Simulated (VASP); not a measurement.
Runs of VASP 6.6.1 on C. Symmetry: P6_3/mmc, No. 194, hexagonal system. Conventional cell: a = 2.522 Å, b = 2.522 Å, c = 8.237 Å, α = 90.00°, β = 90.00°, γ = 120.00°. C (site symmetry 3m) has 4 C at 1.54 Å as nearest neighbours. C (site symmetry 3m) has 4 C at 1.54 Å as nearest neighbours. This is a hexagonal form of diamond, not graphite.

```tsv
task	level	potentials or basis	cell	cutoff (eV)	gap on the mesh (eV)	pressure (GPa)	relaxed volume (Å³/atom)	largest force (eV/Å)
relaxation of cell and atoms	revPBE+D4	VASP PAW PBE potentials, release 64 (C)	relaxed	600	(b)	0.1	5.59	0.01
relaxation of cell and atoms	BEEF-vdW	VASP PAW PBE potentials, release 64 (C)	relaxed	600	(c)	0.0	(d)	-
relaxation of cell and atoms	revPBE+D3(BJ)	VASP PAW PBE potentials, release 64 (C)	relaxed	600	4.56	0.0	5.61	-
relaxation of cell and atoms	BLYP+D3	VASP PAW PBE potentials, release 64 (C)	relaxed	600	4.85	0.0	5.76	-
relaxation of cell and atoms	PBE	VASP PAW PBE potentials, release 64 (C_s)	relaxed	480	4.54	0.0	5.72	0.01
band structure	RPBE	VASP PAW PBE potentials, release 64 (C)	as given	520	(a)	-	-	-
relaxation of cell and atoms	vdW-DF	VASP PAW PBE potentials, release 64 (C)	relaxed	600	4.75	0.0	5.83	-
band structure	TB-mBJ	VASP PAW PBE potentials, release 64 (C)	as given	520	5.21	-	-	-
```

Alike in all rows: no spin polarisation; k mesh 12 × 12 × 4; smearing fermi-dirac 0.05 eV.

Problem. Fill in the values left out.

Solution. (a) 4.41; (b) 4.57; (c) 4.70; (d) 5.69.

Caveats: the PAW data sets were made with another functional, which shifts forces and pressure a little (some runs).

A k mesh can miss the band edges.

Not every run made on this cell is shown here.
